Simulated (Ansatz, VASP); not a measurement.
W in VASP and in Ansatz

```
CELL_PARAMETERS angstrom
-1.56617 1.56617 1.56617
1.56617 -1.56617 1.56617
1.56617 1.56617 -1.56617
ATOMIC_POSITIONS crystal
W 0.00000 0.00000 0.00000
```

Alike in both runs: functional PBEsol; k mesh 24 × 24 × 24; occupations fermi-dirac, width 0.08 eV; no spin polarisation.

Ansatz relaxed the structure, and its values are those at the end. VASP's run is a single point on that final structure, the one shown.

|  | VASP | Ansatz |
| --- | --- | --- |
| version | VASP 6.6.1 | Ansatz 0.2.0 |
| potentials or method | VASP PAW PBE potentials, release 64 (W_sv) | PAW with Ansatz's default frozen-core files, scalar-relativistic |
| plane-wave cutoff (eV) | 520 | 420 |
| valence electrons in the cell | 14 | 14 |

|  | VASP | Ansatz | Ansatz less VASP |
| --- | --- | --- | --- |
| pressure (GPa) | 7.8 | 7.0 | -0.77 |

Caveats: the PAW data sets were made with another functional, which shifts forces and pressure a little (VASP). The runs have no spin-orbit coupling, so splittings on W are missing.
